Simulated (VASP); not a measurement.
# InP (F-43m) in VASP: a series of runs

The runs below take InP through band structure, with PBE, HSE06, PBE0.

All numbers are computed with VASP 6.6.1; they aren't measurements. Logs are shortened: lines on timing, memory, paths and dates and some standing lists are left out, and cuts for length are marked.

**The experiment to reproduce.**

A printed reference work, data compilation reports, for a bulk crystal of InP at 1.6 K: band gap 1.4236 eV (direct).

The results are compared with them further down.

## Step 1: The structure

The structure is cubic, space group F-43m (No. 216). Conventional cell: a = 5.958 Å, b = 5.958 Å, c = 5.958 Å, α = 90.00°, β = 90.00°, γ = 90.00°. In (site symmetry -43m) is surrounded by 4 P at 2.58 Å. P (site symmetry -43m) is surrounded by 4 In at 2.58 Å.

## Step 2: Band structure, PBE

INCAR

```
SYSTEM = InP
PREC = Accurate
ENCUT = 520
EDIFF = 1E-6
ISMEAR = 0
SIGMA = 0.03
LREAL = .False.
LASPH = .True.
NELM = 80
ALGO = Fast
ISIF = 2
LWAVE = .False.
LCHARG = .False.
GGA = PE
NBANDS = 16
KPAR = 4
```

KPOINTS

```
Automatic mesh
0
Gamma
  6 6 6
  0 0 0
```

POSCAR

```
InP                                     
1.0
    0.0000000000      2.9791538216      2.9791538216
    2.9791538216      0.0000000000      2.9791538216
    2.9791538216      2.9791538216      0.0000000000
  In              P             
     1     1
Direct
     0.0000000000000000    0.0000000000000000    0.0000000000000000
     0.2500000000000000    0.2500000000000000    0.2500000000000000
```

KPOINTS_OPT

```
explicit points
9
Reciprocal
 0.0000000000  0.0000000000  0.0000000000 1
 0.3750000000  0.3750000000  0.7500000000 1
 0.5000000000  0.5000000000  0.5000000000 1
 0.6250000000  0.2500000000  0.6250000000 1
 0.5000000000  0.2500000000  0.7500000000 1
 0.5000000000  0.0000000000  0.5000000000 1
 0.4000000000  0.0000000000  0.4000000000 1
 0.4250000000  0.0000000000  0.4250000000 1
 0.4500000000  0.0000000000  0.4500000000 1
```

Potentials or basis: VASP PAW PBE potentials, release 64 (In_d, P).

Command:

```
cat potpaw_PBE.64/In_d/POTCAR potpaw_PBE.64/P/POTCAR > POTCAR
mpirun -np 4 vasp_std > vasp.out
```

OUTCAR:

```text
SYSTEM = InP
   PREC = Accurate
   ENCUT = 520
   EDIFF = 1E-6
   ISMEAR = 0
   LREAL = .False.
   LASPH = .True.
   NELM = 80
   ISIF = 2
   GGA = PE

 ion  position               nearest neighbor table
   1  0.000  0.000  0.000-   2 2.58   2 2.58   2 2.58   2 2.58
   2  0.250  0.250  0.250-   1 2.58   1 2.58   1 2.58   1 2.58

  LATTYP: Found a face centered cubic cell.
 ALAT       =     5.9583076432

  Lattice vectors:

 A1 = (   0.0000000000,   2.9791538216,   2.9791538216)
 A2 = (   2.9791538216,   0.0000000000,   2.9791538216)
 A3 = (   2.9791538216,   2.9791538216,   0.0000000000)

Analysis of symmetry for initial positions (statically):
=====================================================================
 Subroutine PRICEL returns:
 Original cell was already a primitive cell.

 Routine SETGRP: Setting up the symmetry group for a
 face centered cubic supercell.

 Subroutine GETGRP returns: Found 24 space group operations
 (whereof 24 operations were pure point group operations)
 out of a pool of 48 trial point group operations.

The static configuration has the point symmetry T_d .

Analysis of symmetry for dynamics (positions and initial velocities):
=====================================================================
 Subroutine PRICEL returns:
 Original cell was already a primitive cell.

 Routine SETGRP: Setting up the symmetry group for a
 face centered cubic supercell.

 Subroutine GETGRP returns: Found 24 space group operations
 (whereof 24 operations were pure point group operations)
 out of a pool of 48 trial point group operations.

The dynamic configuration has the point symmetry T_d .

 Subroutine INISYM returns: Found 24 space group operations
 (whereof 24 operations are pure point group operations),
 and found     1 'primitive' translations

----------------------------------------------------------------------------------------

                                     Primitive cell

  volume of cell :      52.8821

  direct lattice vectors                    reciprocal lattice vectors
     0.000000000  2.979153822  2.979153822    -0.167832891  0.167832891  0.167832891
     2.979153822  0.000000000  2.979153822     0.167832891 -0.167832891  0.167832891
     2.979153822  2.979153822  0.000000000     0.167832891  0.167832891 -0.167832891

  length of vectors
[... 65 lines left out ...]
   ISTART =      0    job   : 0-new  1-cont  2-samecut
   ICHARG =      2    charge: 1-file 2-atom 10-const
   ISPIN  =      1    spin polarized calculation?
   LNONCOLLINEAR =      F non collinear calculations
   LSORBIT =      F    spin-orbit coupling
   LASPH  =      T    aspherical Exc in radial PAW
   ENCUT  =  520.0 eV  38.22 Ry    6.18 a.u.   7.83  7.83  7.83*2*pi/ulx,y,z
   NELM   =     80;   NELMIN=  2; NELMDL= -5     # of ELM steps
   EDIFF  = 0.1E-05   stopping-criterion for ELM
   LREAL  =      F    real-space projection
[... 7 lines left out ...]
   TEBEG  =    0.0;   TEEND  =   0.0 temperature during run
   PSTRESS=    0.0 pullay stress
   NELECT =      18.0000    total number of electrons
   NUPDOWN=      -1.0000    fix difference up-down
   EMIN   =  10.00;   EMAX   =-10.00  energy-range for DOS
   EFERMI =   0.00;   METHOD = LEGACY
   ISMEAR =     0;   SIGMA  =   0.03  broadening in eV -4-tet -1-fermi 0-gaus
   EFERMI_NEDOS =   21; number of points for ismear=-14 and -15
   IALGO  =     68    algorithm
   IMIX   =      4    mixing-type and parameters
     AMIX     =   0.40;   BMIX     =  1.00
     AMIX_MAG =   1.60;   BMIX_MAG =  1.00
  volume/ion in A,a.u.               =      26.44       178.43
  Fermi-wavevector in a.u.,A,eV,Ry     =   1.143043  2.160039 17.776669  1.306548
  Thomas-Fermi vector in A             =   2.279740
   LORBIT       =      0    0 simple, 1 ext, 2 COOP (PROOUT), +10 PAW based schemes
   GGA     = PE    functional components
   LHFCALC =     F    Hartree Fock is set to
   AEXX    =    0.0000 exact exchange contribution
   IVDW    =     0    specifies the selected vdW correction
   LEPSILON=     F    determine dielectric tensor
   LRPA    =     F    only Hartree local field effects (RPA)
 non-spin polarized calculation
 RMM-DIIS sequential band-by-band and
 Gauss-broadening in eV      SIGMA  =   0.03
  energy-cutoff  :      520.00
  volume of cell :       52.88
 maximum number of plane-waves:      1435
   NGX = 15   NGY = 15   NGZ = 15

 number of electron      18.0000005 magnetization

 Free energy of the ion-electron system (eV)
  ---------------------------------------------------
  ext. energy  EPLUGINS =         0.00000000
  ---------------------------------------------------
  free energy    TOTEN  =        -8.39540659 eV

  energy without entropy =       -8.39540659  energy(sigma->0) =       -8.39540659

 E-fermi :   4.8603     XC(G=0):  -9.0625

 val. band max:        4.6702836676   @ k =   0.0000   0.0000   0.0000
 cond. band min:       5.1100772015   @ k =   0.0000   0.0000   0.0000
 fundamental gap:      0.4397935339
 Fermi energy:         4.8602681983

 k-point     1 :       0.0000    0.0000    0.0000
  band No.  band energies     occupation
      1      -9.4342      2.00000
      2      -9.4342      2.00000
      3      -9.4342      2.00000
      4      -9.3057      2.00000
      5      -9.3057      2.00000
      6      -6.5210      2.00000
[... 281 lines left out ...]
      3      -9.3524      2.00000
      4      -9.3289      2.00000
      5      -9.2872      2.00000
      6      -4.3077      2.00000
[... 8 lines left out ...]
     15      15.7433      0.00000
     16      16.4032      0.00000

------------------------ aborting loop because EDIFF is reached ----------------------------------------

  FORCE on cell =-STRESS in cart. coord.  units (eV):
  Direction    XX          YY          ZZ          XY          YZ          ZX
  --------------------------------------------------------------------------------------
  -------------------------------------------------------------------------------------
  Total       -0.0157177     -0.0157177     -0.0157177     -0.0000000      0.0000000     -0.0000000
  in kB       -0.4762023     -0.4762023     -0.4762023     -0.0000000      0.0000000     -0.0000000
  external PRESSURE =      -0.4762023 kB  Pullay stress =       0.0000000 kB

 VOLUME and BASIS-vectors are now :
 -----------------------------------------------------------------------------
  energy-cutoff  :      520.00
  volume of cell :       52.88
      direct lattice vectors                 reciprocal lattice vectors
     0.000000000  2.979153822  2.979153822    -0.167832891  0.167832891  0.167832891
     2.979153822  0.000000000  2.979153822     0.167832891 -0.167832891  0.167832891
     2.979153822  2.979153822  0.000000000     0.167832891  0.167832891 -0.167832891

 POSITION                                       TOTAL-FORCE (eV/Angst)
 -----------------------------------------------------------------------------------
      0.00000      0.00000      0.00000        -0.000000     -0.000000      0.000000
      1.48958      1.48958      1.48958         0.000000      0.000000     -0.000000
 -----------------------------------------------------------------------------------
    total drift:                               -0.000000     -0.000000     -0.000000

  FREE ENERGIE OF THE ION-ELECTRON SYSTEM (eV)
  ---------------------------------------------------
  free  energy   TOTEN  =        -8.3954065939 eV

  energy  without entropy=       -8.3954065939  energy(sigma->0) =       -8.39540659
```

OSZICAR:

```text
N       E                     dE             d eps       ncg     rms          rms(c)
DAV:   1     0.112250419097E+03    0.11225E+03   -0.83233E+03   536   0.122E+03
DAV:   2    -0.153730977815E+01   -0.11379E+03   -0.10829E+03   584   0.302E+02
DAV:   3    -0.860217749531E+01   -0.70649E+01   -0.70366E+01   648   0.724E+01
[... 13 lines left out ...]
   1 F= -.83954066E+01 E0= -.83954066E+01  d E =-.899461E-21
       N       E                     dE             ncg
DAV:   1     0.632723797188E+03   -0.46055E+04      288
DAV:   2    -0.389673564571E+03   -0.10224E+04      304
DAV:   3    -0.459801585340E+03   -0.70128E+02      400
DAV:   4    -0.461558595433E+03   -0.17570E+01      352
DAV:   5    -0.461647178456E+03   -0.88583E-01      456
DAV:   6    -0.461648087278E+03   -0.90882E-03      368
DAV:   7    -0.461648132923E+03   -0.45645E-04      464
DAV:   8    -0.461648133330E+03   -0.40737E-06      288
```

Wall time 5.8 s (4 MPI ranks of Intel Xeon Platinum 8488C (Sapphire Rapids), shared host); peak memory 0.18 GiB.

Results:

```
Free energy             : -8.3954 eV
Pressure                : 0.0 GPa
Band gap on the k mesh  : 0.44 eV, direct
Band gap along the path : 0.44 eV, direct
```

Caveat: spin-orbit coupling is left out, which moves the levels of the heavy elements.

## Step 3: Band structure, HSE06

POSCAR is that of step 2.

INCAR.step1

```
SYSTEM = InP
PREC = Accurate
ENCUT = 520
EDIFF = 1E-5
ISMEAR = 0
SIGMA = 0.03
LREAL = .False.
LASPH = .True.
NELM = 80
ALGO = Normal
ISIF = 2
LWAVE = .True.
LCHARG = .False.
NBANDS = 16
KPAR = 4
GGA = PE
```

INCAR.step2

```
SYSTEM = InP
PREC = Accurate
ENCUT = 520
EDIFF = 1E-6
ISMEAR = 0
SIGMA = 0.03
LREAL = .False.
LASPH = .True.
NELM = 80
ALGO = Normal
ISIF = 2
LWAVE = .False.
LCHARG = .False.
GGA = PE
LHFCALC = .True.
HFSCREEN = 0.2
PRECFOCK = Fast
NBANDS = 16
KPAR = 4
ISTART = 1
```

KPOINTS is that of step 2.

KPOINTS_OPT is that of step 2.

Potentials or basis: VASP PAW PBE potentials, release 64 (In_d, P).

Command:

```
cat potpaw_PBE.64/In_d/POTCAR potpaw_PBE.64/P/POTCAR > POTCAR
cp INCAR.step1 INCAR
mpirun -np 4 vasp_std > vasp.out
cp INCAR.step2 INCAR
mpirun -np 4 vasp_std > vasp.out
```

It took 5.4 min on 4 MPI ranks of Intel Xeon Platinum 8488C (Sapphire Rapids), shared host; peak memory 0.32 GiB.

It converged, with:

```
Free energy             : -10.0060 eV
Pressure                : -2.0 GPa
Band gap on the k mesh  : 1.21 eV, direct
Band gap along the path : 1.21 eV, direct
```

Levels at points of the mesh, in eV from the valence-band top:
| k point | band 7 | band 8 | band 9 | band 10 | band 11 | band 12 |
| --- | --- | --- | --- | --- | --- | --- |
| (0.00, 0.00, 0.00) | 0.00 | 0.00 | 0.00 | 1.21 | 4.92 | 4.92 |
| (0.50, 0.00, 0.00) | -5.98 | -0.99 | -0.99 | 2.13 | 5.65 | 5.65 |
| (0.50, 0.50, 0.00) | -6.02 | -2.37 | -2.37 | 2.46 | 3.00 | 10.10 |

Caveat: the PAW data sets were made with another functional, which shifts forces and pressure a little; spin-orbit coupling is left out, which moves the levels of the heavy elements.

[end of part 1 of 2]
